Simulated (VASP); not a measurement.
Here is a VASP 6.6.1 calculation.

The input INCAR:

```
PREC     = Accurate       # precision mode
ENCUT    = 600            # plane-wave cutoff, eV
EDIFF    = 1E-7           # SCF threshold, eV
ISMEAR   = 1              # smearing method
SIGMA    = 0.1            # smearing width, eV
LREAL    = False          # projectors in reciprocal space
LASPH    = True           # aspherical terms in the spheres
NELM     = 80             # most SCF steps
ALGO     = Normal         # electronic algorithm
ISIF     = 3              # what is computed and relaxed
LWAVE    = False          # write WAVECAR
LCHARG   = False          # write CHGCAR
GGA      = PS             # functional
IBRION   = 2              # ionic algorithm
NSW      = 90             # ionic steps
EDIFFG   = -0.005         # ionic threshold
```

File KPOINTS:

```
Automatic mesh
0
Gamma
  15 15 8
```

The input POSCAR:

```
Re                                      
1.0
    2.7479948008      0.0000000000      0.0000000000
   -1.3739974004      2.3798333070     -0.0000000000
   -0.0000000000      0.0000000000      4.4517449878
  Re            
     2
Direct
     0.3333333332999970    0.6666666667000030    0.2500000000000000
     0.6666666667000030    0.3333333332999970    0.7500000000000000
```

Potentials or basis: VASP PAW PBE potentials, release 64 (Re).

The run is started by

```sh
$ cat potpaw_PBE.64/Re/POTCAR > POTCAR
$ mpirun -np 1 vasp_std > vasp.out
```

Problem. Predict the space group after relaxing (to 0.05 Å).

Solution. P6_3/mmc (No. 194).

Problem. Predict the band gap on the k mesh.

Solution. None (metal or under the smearing width).

Problem. Predict the relaxed volume.

Solution. 14.56 Å³/atom.

Problem. Predict the relaxed cell.

Solution. a = 2.748 Å, b = 2.748 Å, c = 4.452 Å, α = 90.00°, β = 90.00°, γ = 120.00°.

Final structure:
```
CELL_PARAMETERS angstrom
2.74816 0.00000 0.00000
-1.37408 2.37998 0.00000
0.00000 0.00000 4.45202
ATOMIC_POSITIONS crystal
Re 0.33333 0.66667 0.25000
Re 0.66667 0.33333 0.75000
```

Caveat: the PAW data sets were made with another functional, which shifts forces and pressure a little. The run has no spin-orbit coupling, so splittings on Re are missing.
